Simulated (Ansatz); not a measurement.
Relaxed bulk GaAs:

```cif
data_structure
_symmetry_space_group_name_H-M 'P 1'
_symmetry_Int_Tables_number 1
_cell_length_a 4.0010
_cell_length_b 4.0010
_cell_length_c 4.0010
_cell_angle_alpha 60.000
_cell_angle_beta 60.000
_cell_angle_gamma 60.000
_cell_volume 45.29
loop_
_atom_site_label
_atom_site_type_symbol
_atom_site_fract_x
_atom_site_fract_y
_atom_site_fract_z
_atom_site_occupancy
Ga1 Ga 0.00000 0.00000 0.00000 1
As1 As 0.75000 0.75000 0.75000 1
```

Miller indices refer to the conventional cell of F-43m (No. 216), a = 5.658 Å, b = 5.658 Å, c = 5.658 Å, α = 90.00°, β = 90.00°, γ = 90.00°. The bulk's gap is 0.42 eV.

These are results of Ansatz 0.2.0, DFT PBEsol, scalar-relativistic, plane waves, PAW, not measurements. Cutoff 420 eV, Gaussian smearing of 0.05 eV, no spin polarisation. A dipole correction acts along the normal.

The slab isn't stoichiometric, so its surface energy depends on the chemical potentials; it is given with the excess atoms taken from the element's standard state, a limit at which the compound may itself be unstable, so the figure can be too low. This cut of an insulator is polar or leaves open shells, so the slab is metallic here; real surfaces compensate by reconstruction or adsorbates.

A relaxed slab with low-index faces, about a nanometre thick, has these properties:

For this slab, the surface energy with the excess atoms taken from the elements is 1.59 J/m². The gap of the slab on the mesh is none (metal or semimetal) and the work function is 5.80 eV.

(1) Which low-index plane was cut, and which atoms end it?

Gaps are read on the k points sampled, so a band crossing between them can be missed.

## Answers

(1) The (100) plane, with As in the top plane and As in the bottom one as cut, before relaxation. The planes from bottom to top: As, Ga, As, Ga, As, Ga, As, Ga, As.